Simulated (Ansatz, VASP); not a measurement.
## SiC in VASP and in Ansatz

```
Si C
1.0
     3.09194    0.00000    0.00000
    -1.54597    2.67770    0.00000
     0.00000    0.00000    5.07429
Si C
2 2
Direct
  0.33333 0.66667 0.49958
  0.66667 0.33333 0.99958
  0.33333 0.66667 0.87542
  0.66667 0.33333 0.37542
```

Alike in both runs: functional PBE; k mesh 12 × 12 × 6; occupations gaussian, width 0.02 eV; no spin polarisation.

Ansatz relaxed the structure, and its values are those at the end. VASP's run is a single point on that final structure, the one shown.

|  | VASP | Ansatz |
| --- | --- | --- |
| version | VASP 6.6.1 | Ansatz 0.2.0 |
| potentials or method | VASP PAW PBE potentials, release 64 (Si, C) | scalar-relativistic, plane waves, PAW |
| plane-wave cutoff (eV) | 520 | 420 |
| valence electrons in the cell | 16 | 16 |

VASP gave:

```
gap on the k mesh at the Fermi level (eV) : 2.30
least direct gap on the mesh (eV)         : 3.94
pressure (GPa)                            : 0.0
```

Question: Estimate Ansatz's values.

Answer: gap on the k mesh at the Fermi level (eV): 2.31; least direct gap on the mesh (eV): 3.94; pressure (GPa): 0.0.

A k mesh can miss the band edges.
